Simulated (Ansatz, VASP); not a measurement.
V: VASP beside Ansatz

```
CELL_PARAMETERS angstrom
0.00000 1.90828 1.90828
1.90828 0.00000 1.90828
1.90828 1.90828 0.00000
ATOMIC_POSITIONS crystal
V 0.00000 0.00000 0.00000
```

Alike in both runs: functional PBE; k mesh 18 × 18 × 18; occupations gaussian, width 0.1 eV; no spin polarisation.

Ansatz relaxed the structure, and its values are those at the end. VASP's run is a single point on that final structure, the one shown.

|  | VASP | Ansatz |
| --- | --- | --- |
| version | VASP 6.6.1 | Ansatz 0.2.0 |
| potentials or method | VASP PAW PBE potentials, release 64 (V_sv) | scalar-relativistic, plane waves, PAW |
| plane-wave cutoff (eV) | 520 | 420 |
| valence electrons in the cell | 13 | 13 |

|  | VASP | Ansatz | Ansatz less VASP |
| --- | --- | --- | --- |
| gap on the k mesh at the Fermi level (eV) | none | none | - |
| pressure (GPa) | 0.1 | 0.0 | -0.16 |

A gap of «none» marks a metal or a gap that the smearing closes.
